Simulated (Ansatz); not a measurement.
The system is SiC (Moissanite).

```xyz
4
Lattice="3.0760 0.0000 0.0000 -1.5380 2.6639 0.0000 0.0000 0.0000 5.0480" Properties=species:S:1:pos:R:3 pbc="T T T"
Si    1.5380    0.8880    2.5240
Si    0.0000    1.7759    0.0000
C     1.5380    0.8880    4.4675
C     0.0000    1.7759    1.9435
```

- Program: Ansatz 0.2.0
- Task: single point
- Functional: PBE
- Potentials or basis: Ansatz PAW
- Cutoff: 420 eV (not typed: the program's choice for these potentials)
- k mesh: 10 × 10 × 5
- Occupations: fermi-dirac, width 0.05 eV
- Spin: no spin polarisation

On this cell: pressure 3.7 GPa; largest force 0.753 eV/Å; band gap on the k mesh 2.48 eV, indirect (least direct gap 4.08 eV).

The same run follows on a disturbed copy (atoms moved at random, drawn with an rms of 0.05 Å):

```
CELL_PARAMETERS angstrom
3.07600 0.00000 0.00000
-1.53800 2.66389 0.00000
0.00000 0.00000 5.04800
ATOMIC_POSITIONS crystal
Si 0.66176 0.32400 0.50824
Si 0.33440 0.66063 0.00133
C 0.68683 0.33924 0.88747
C 0.34214 0.66909 0.38002
```

What does the disturbed cell give?

The energy moves by +8.8 meV/atom; pressure 3.8 GPa; largest force 1.505 eV/Å; band gap on the k mesh 2.35 eV, indirect (least direct gap 3.96 eV).

Forces on the atoms (eV/Å):
```
Si   0.492  0.630 -0.326
Si   0.866  0.670  0.946
C   -0.975 -0.720 -0.892
C   -0.383 -0.580  0.272
```

Stress tensor (GPa, compression positive):
```
4.92 1.15 1.54
1.15 4.22 1.49
1.54 1.49 2.20
```

Caveats: odd divisions of the mesh miss points on the zone boundary, where band edges often lie, so the gap on the mesh can be too wide.

A k mesh can miss the band edges.
